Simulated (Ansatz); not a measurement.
A one-shot G0W0 calculation of MgS in the wurtzite structure with Ansatz, at the level G0W0@LDA with 341 empty bands, a screening cutoff of 140 eV and a 6×6×2 mesh. Cell and atoms come from a relaxation with r2SCAN.

```yaml
crystal:
  lattice:
    - [4.0286256259, 0.0, 0.0]
    - [-2.014312813, 3.4888921344, 0.0]
    - [0.0, 0.0, 6.4543928125]
  atoms:
    - { symbol: Mg, position: [0.3333333333, 0.6666666667, -0.0028727181] }
    - { symbol: Mg, position: [0.6666666667, 0.3333333333, 0.4971272819] }
    - { symbol: S, position: [0.3333333333, 0.6666666667, 0.3778727181] }
    - { symbol: S, position: [0.6666666667, 0.3333333333, 0.8778727181] }
kpoints:
  mp_grid: { grid: [6, 6, 2] }
hamiltonian:
  xc: lda
scf:
  occupations: { method: fixed }
gw:
  n_empty_bands: 341
  ecut_chi: 140
  qp_bands: [v2, c2]
  qp_kpoints: band_edges
  screening: { model: contour_deformation }
```

In the abridged output below, numbers in square brackets stand for lines, or ends of lines, that were taken out.
```
Pseudopotential: Mg, paw, valence charge 10, recommended cutoff 420 eV (normal)
Pseudopotential: S, paw, valence charge 6, recommended cutoff 420 eV (normal)
Functional definition: SPW92
Crystal: 4 atoms, lattice volume = 90.719 Å³
Basis set: ecut = 420 eV, 1785 PW (Γ)
Bands: 20, of which v1, the nominal top of the filled ones, is band 16 counted from 1 (15 counted from 0)
Symmetry: 12 space group operations
Space group: P63mc (ITA 186)
k-points: 14 of 72
preconditioner: auto → Resta (q_TF=auto, 2.293 Å⁻¹)  ε∞=3.6  [insulator: Δε(μ)=3.126 eV  ℏωp=15.6 eV]
SCF converged after 7 iterations
Free energy (F): -5548.021660 eV
Fermi energy:    3.016644 eV
--- G₀W₀: contour deformation, 6 samples at zero and on the imaginary axis and 1 off it, 72 q-points, 341 empty bands' worth ---
    ik  band        ε_KS         Σx   Σc(E_QP)       V_xc       Z   E_QP_lin       E_QP  E_QP is
     0    15      2.9043   -18.0356     1.9495   -15.0418  0.7651     1.8450     1.8600  root
     0    16      3.0166   -18.1663     1.9977   -15.1198  0.7640     1.9523     1.9678  root
     0    17      6.1973    -6.6826    -3.6077   -10.9643  0.8106  [1]
     0    18      7.4996    -5.8574    -3.8020   -10.4760  0.8095     8.3236     8.3162  root
     1    15      2.6885   -17.9847     2.0403   -14.8775  0.7634     1.6052     1.6217  root
     1    16      2.6885   -17.9847     2.0403   -14.8775  0.7634     1.6052     1.6217  root
     1    17      7.7066    -6.6346    -3.8283   -11.2254  0.8036     8.4759     8.4692  root
     1    18      7.7066    -6.6346    -3.8283   -11.2254  0.8036     8.4759     8.4692  root
     2    15      2.8367   -18.0581     1.9854   -15.0205  0.7644     1.7689     1.7845  root
     2    16      2.9038   -18.0917     2.0223   -15.0140  0.7635     1.8325     1.8485  root
     2    17      7.1681    -7.2894    -3.7083   -11.6848  0.8020  [2]
     2    18      8.2659    -6.0511    -3.9290   -10.8189  0.8032  [3]
     3    15      2.5389   -17.8693     2.0838   -14.7087  0.7625     1.4449     1.4621  root
     3    16      2.5389   -17.8693     2.0838   -14.7087  0.7625  [4]
     3    17      8.3223    -6.4396    -3.9204   -11.1068  0.7987     9.0762     9.0691  root
     3    18      8.3223    -6.4396    -3.9204   -11.1068  0.7987     9.0762     9.0691  root
     4    15      2.5089   -17.7037     2.1016   -14.5290  0.7617     1.4183     1.4358  root
     4    16      2.6662   -18.0147     2.0580   -14.8877  0.7630     1.5806     1.5973  root
     4    17      7.8426    -5.0253    -3.7440    -9.5036  0.8092     8.5833     8.5769  root
     4    18      8.2642    -5.8428    -3.9438   -10.5805  0.8024     9.0659     9.0581  root
     5    15      2.2724   -17.7156     2.1703   -14.4486  0.7605     1.1571     1.1758  root
     5    16      2.2724   -17.7156     2.1703   -14.4486  0.7605     1.1571     1.1758  root
     5    17      7.7952    -5.0309    -3.7483    -9.4857  0.8083     8.5077     8.5019  root
     5    18      7.7952    -5.0309    -3.7483    -9.4857  0.8083  [5]
     6    15      2.0721   -17.1495     2.1789   -13.8849  0.7598     0.9675     0.9865  root
     6    16      2.5781   -17.9870     2.0927   -14.8172  0.7622     1.4839     1.5011  root
     6    17      7.5495    -4.6257    -3.6744    -9.0338  0.8133     8.2892     8.2832  root
     6    18      8.0159    -4.8791    -3.7551    -9.3152  0.8059     8.7025     8.6969  root
     7    15      2.2065   -17.6143     2.2102   -14.3054  0.7591     1.0886     1.1078  root
     7    16      2.2065   -17.6143     2.2102   -14.3054  0.7591     1.0886     1.1078  root
     7    17      7.4416    -4.8953    -3.6755    -9.2631  0.8110     8.1393     8.1338  root
     7    18      7.4416    -4.8953    -3.6755    -9.2631  0.8110     8.1393     8.1338  root
     8    15      2.4931   -17.7529     2.0895   -14.5867  0.7622     1.3991     1.4165  root
     8    16      2.6526   -17.8826     2.0778   -14.7360  0.7622     1.5668     1.5838  root
     8    17      8.3012    -7.1356    -3.9788   -11.8617  0.7939  [6]
     8    18      9.0184    -4.8494    -3.9887    -9.5877  0.7992     9.7758     9.7679  root
  […]
```

The points are ik 0 = (0, 0, 0) (Γ), ik 1 = (0, 0, -1/2), ik 2 = (0, 1/6, 0), ik 3 = (0, 1/6, -1/2), ik 4 = (0, 1/3, 0), ik 5 = (0, 1/3, -1/2), ik 6 = (0, -1/2, 0), ik 7 = (0, -1/2, -1/2), ik 8 = (1/6, 1/6, 0), ik 11 = (1/6, 1/3, -1/2), ik 12 = (1/3, 1/3, 0), ik 13 = (1/3, 1/3, -1/2); band 16 is the last filled one.

Q: Give the withheld lines. They hold quasiparticle rows.

A:
```
[1]
     0    17      6.1973    -6.6826    -3.6077   -10.9643  0.8106     6.8758     6.8713  root
[2]
     2    17      7.1681    -7.2894    -3.7083   -11.6848  0.8020     7.8604     7.8552  root
[3]
     2    18      8.2659    -6.0511    -3.9290   -10.8189  0.8032     9.1133     9.1047  root
[4]
     3    16      2.5389   -17.8693     2.0838   -14.7087  0.7625     1.4449     1.4621  root
[5]
     5    18      7.7952    -5.0309    -3.7483    -9.4857  0.8083     8.5077     8.5019  root
[6]
     8    17      8.3012    -7.1356    -3.9788   -11.8617  0.7939     9.0557     9.0484  root
```
The trailing digits, and the zero of the energies, depend on the potentials and thresholds.

G0W0 moves the gap on the mesh from 3.18 eV (LDA) to 4.90 eV (direct at Γ). Renormalisation factors Z lie between 0.75 and 0.81. G0W0 values are finite-basis, finite-mesh values.

Command: `ansatz run input.yaml --threads 2 --pin off --max-ram 3686MiB --backend cpu --events-out ev --progress --plain --runs-dir out`.

Q: What wall time did it need on 2 threads of Arm Neoverse V1, with other jobs on the host, and what peak of host memory did it reach?

A: About 6.1 min, with a peak of 1 GiB.

The cell comes from a prototype generator: it can be a known phase or a hypothetical one. Spin polarisation is off.
